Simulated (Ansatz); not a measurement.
# ZrS2: further runs on the relaxed cell

An exercise on one series of results from a longer session: the logs are not shown, and one member is left open.

Computed with Ansatz 0.2.0 (DFT PBE+D3(BJ), scalar-relativistic, plane waves, PAW, unless a step's input says otherwise).

2 further runs of the same task are left out: 2 set aside as unsound or not needed.

## The starting structure

Symmetry: P-3m1, No. 164, trigonal system. Conventional cell: a = 3.635 Å, b = 3.635 Å, c = 5.720 Å, α = 90.00°, β = 90.00°, γ = 120.00°. Zr (site symmetry -3m) has 6 S at 2.56 Å as nearest neighbours. S (site symmetry 3m) has 3 Zr at 2.56 Å as nearest neighbours.

Coordinates:

```cif
data_structure
_symmetry_space_group_name_H-M 'P 1'
_symmetry_Int_Tables_number 1
_cell_length_a 3.6351
_cell_length_b 3.6351
_cell_length_c 5.7204
_cell_angle_alpha 90.000
_cell_angle_beta 90.000
_cell_angle_gamma 120.000
_cell_volume 65.46
loop_
_atom_site_label
_atom_site_type_symbol
_atom_site_fract_x
_atom_site_fract_y
_atom_site_fract_z
_atom_site_occupancy
Zr1 Zr 0.00000 0.00000 0.00000 1
S1 S 0.66667 0.33333 0.74473 1
S2 S 0.33333 0.66667 0.25527 1
```

It goes back to an entry of the Materials Project.

It is the result of an earlier relaxation at this level (volume 21.82 Å³/atom; gap on the mesh: 0.70 eV).

Set-up of the first run:

The input, input.yaml:

```yaml
crystal:
  lattice:
    - [3.6351095489, 0.0, 0.0]
    - [-1.8175547744, 3.1480972149, 0.0]
    - [0.0, 0.0, 5.7204026245]
  atoms:
    - { symbol: Zr, position: [0.0, 0.0, 0.0] }
    - { symbol: S, position: [0.6666666667, 0.3333333333, 0.7447288747] }
    - { symbol: S, position: [0.3333333333, 0.6666666667, 0.2552711253] }
basis:
  ecutwfc: 420
kpoints:
  mp_grid: { grid: [9, 9, 6] }
hamiltonian:
  xc: pbesol
scf:
  occupations: { method: gaussian, width: 0.02 }
output:
  forces: true
  stress: true
  eigenvalues: true
relax:
  adjacent_minimum: "off"
  f_tol: 0.005
  max_steps: 50
  cell: { stress_tol: 0.05 }
```

The run is started by

```sh
ansatz run input.yaml --threads 1 --pin off --max-ram 2560MiB --backend cpu --events-out ev --progress --plain --runs-dir out
```

Steps of the session up to this table: Relaxing with PBEsol; Relaxing with PBE; Relaxing with LDA; Relaxing with r2SCAN.

One table of the session follows, with a row left open; its other results are not shown here.

It belongs to the step «Relaxed cells side by side». 

```
functional  a (Å)  b (Å)  c (Å)  volume (Å³/atom)  gap on the mesh (eV)
PBE+D3(BJ)  3.635  3.635  5.720             21.82                  0.70
    PBEsol  3.628  3.628  5.883             22.35                  0.81
       PBE  3.686  3.686  6.757             26.49                  1.16
       LDA  3.596  3.596  5.653             21.11                  0.51
    r2SCAN      ?      ?      ?                 ?                     ?
```

**Question.** Estimate the row for r2SCAN.

As computed: a (Å): 3.691; b (Å): 3.691; c (Å): 6.094; volume (Å³/atom): 23.97; gap on the mesh (eV): 1.40. In the column «a (Å)» it is the highest.

Layers here are held mostly by dispersion, which this level lacks, so their spacing and the stiffness across them are unreliable there.
